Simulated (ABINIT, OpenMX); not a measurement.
## NaI: 4 runs at one level of theory

```xyz
2
Lattice="0.0000 3.2364 3.2364 3.2364 0.0000 3.2364 3.2364 3.2364 0.0000" Properties=species:S:1:pos:R:3 pbc="T T T"
I     3.2364    3.2364    3.2364
Na    0.0000    0.0000    0.0000
```

Alike in all runs: task band structure; functional PBE; k mesh 7 × 7 × 7; occupations fermi-dirac, width 0.05 eV; no spin polarisation; no spin-orbit coupling. Pressure is positive in compression and, in plane waves, holds the error of the finite cutoff. Gaps are the smaller of the mesh's and the band path's.

```csv
program and potentials,plane-wave cutoff (eV),notes,band gap (eV),pressure (GPa)
"OpenMX, OpenMX 2013 PBE set, I7.0-s3p2d2, Na9.0-s3p2, grid cutoff 500 Ry",-,atomic basis,3.72,0.72
"OpenMX, OpenMX 2013 PBE set, I7.0-s3p3d2f1, Na9.0-s3p2d2, grid cutoff 500 Ry",-,atomic basis,3.78,0.68
"OpenMX, OpenMX 2013 PBE set, I7.0-s3p2d2f1, Na9.0-s3p2d1, grid cutoff 500 Ry",-,atomic basis,3.74,0.69
"ABINIT, JTH PAW PBE v2.0",1088,-,3.64,0.46
```

The band gap spans 3.64 (ABINIT, JTH PAW PBE v2.0) to 3.78 eV (OpenMX, OpenMX 2013 PBE set, I7.0-s3p3d2f1, Na9.0-s3p2d2, grid cutoff 500 Ry). The pressure spans 0.46 (ABINIT, JTH PAW PBE v2.0) to 0.72 GPa (OpenMX, OpenMX 2013 PBE set, I7.0-s3p2d2, Na9.0-s3p2, grid cutoff 500 Ry). Spin-orbit coupling, left out here, moves the band edges of heavy atoms. Rows in atomic bases carry the error of their basis and grid, which can be large.

The functional is the same throughout but for its coding, so the spread measures potentials, basis and numerics; runs on potential files found faulty are left out.
